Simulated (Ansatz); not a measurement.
# Relaxing TaN

Theory: DFT PBEsol, scalar-relativistic, plane waves, PAW (Ansatz). (420 eV cutoff, 12×12×12 k-mesh, Gaussian smearing of 0.10 eV, no spin polarisation)

What was changed: uniaxial strain along c, with a, b and atoms relaxed: +1.0 %.

Spin–orbit coupling is left out, which can shift energies with elements as heavy as these.

Command:

```bash
ansatz run input.yaml --threads 1 --pin off --max-ram 2560MiB --backend cpu --events-out ev --progress --plain --runs-dir out
```

Input:

```yaml
crystal:
  lattice:
    - [5.1659735673, 0.0, 0.0]
    - [-2.5829867836, 4.4738643445, 0.0]
    - [0.0, 0.0, 2.9249572503]
  atoms:
    - { symbol: Ta, position: [0.3333333333, 0.6666666667, 0.5] }
    - { symbol: Ta, position: [0.6666666667, 0.3333333333, 0.5] }
    - { symbol: Ta, position: [0.0, 0.0, 0.0] }
    - { symbol: "N", position: [0.3933709401, 0.0, 0.0] }
    - { symbol: "N", position: [0.6066290599, 0.6066290599, 0.0] }
    - { symbol: "N", position: [0.0, 0.3933709401, 0.0] }
basis:
  ecutwfc: 420
kpoints:
  mp_grid: { grid: [12, 12, 12] }
hamiltonian:
  xc: pbesol
scf:
  occupations: { method: gaussian, width: 0.1 }
output:
  forces: true
  stress: true
  eigenvalues: true
relax:
  adjacent_minimum: "off"
  f_tol: 0.008
  max_steps: 40
  cell: { stress_tol: 0.015, fix: [c, angles] }
```

F is the free energy. Steps run on the plane waves of an earlier cell, but the last one, and at times one on the way, on a freshly chosen basis, so a repeated geometry can differ a little in energy. The held parts of the cell keep their stress, so P needn't end at zero.

Steps:

```csv
step,F − F(1) (eV),largest force component (eV/Å),V (Å³/atom),P (GPa)
1,0.0000,0.047,11.267,-1.77
2,-0.0001,0.010,11.273,-1.99
3,-0.0001,0.002,11.270,-1.92
4,-0.0001,0.000,11.271,-1.97
5,-0.0002,0.000,11.271,-1.97
```

Relaxed structure:

```cif
data_structure
_symmetry_space_group_name_H-M 'P 1'
_symmetry_Int_Tables_number 1
_cell_length_a 5.1670
_cell_length_b 5.1670
_cell_length_c 2.9250
_cell_angle_alpha 90.000
_cell_angle_beta 90.000
_cell_angle_gamma 120.000
_cell_volume 67.63
loop_
_atom_site_label
_atom_site_type_symbol
_atom_site_fract_x
_atom_site_fract_y
_atom_site_fract_z
_atom_site_occupancy
Ta1 Ta 0.33333 0.66667 0.50000 1
Ta2 Ta 0.66667 0.33333 0.50000 1
Ta3 Ta 0.00000 0.00000 0.00000 1
N1 N 0.39380 0.00000 0.00000 1
N2 N 0.60620 0.60620 0.00000 1
N3 N 0.00000 0.39380 0.00000 1
```

It takes space group P-62m (No. 189, hexagonal). Conventional cell: a = 5.167 Å, b = 5.167 Å, c = 2.925 Å, α = 90.00°, β = 90.00°, γ = 120.00°. Ta (site symmetry -6) is surrounded by 6 N at 2.16 Å. Ta (site symmetry -62m) has 3 N at 2.03 Å as nearest neighbours. N (site symmetry m2m) has 5 Ta at 2.03 to 2.16 Å as nearest neighbours.

The run converged. It took 5.1 min on 1 thread of Intel(R) Xeon(R) Processor @ 2.70GHz, on a shared host, peak memory 0.77 GiB.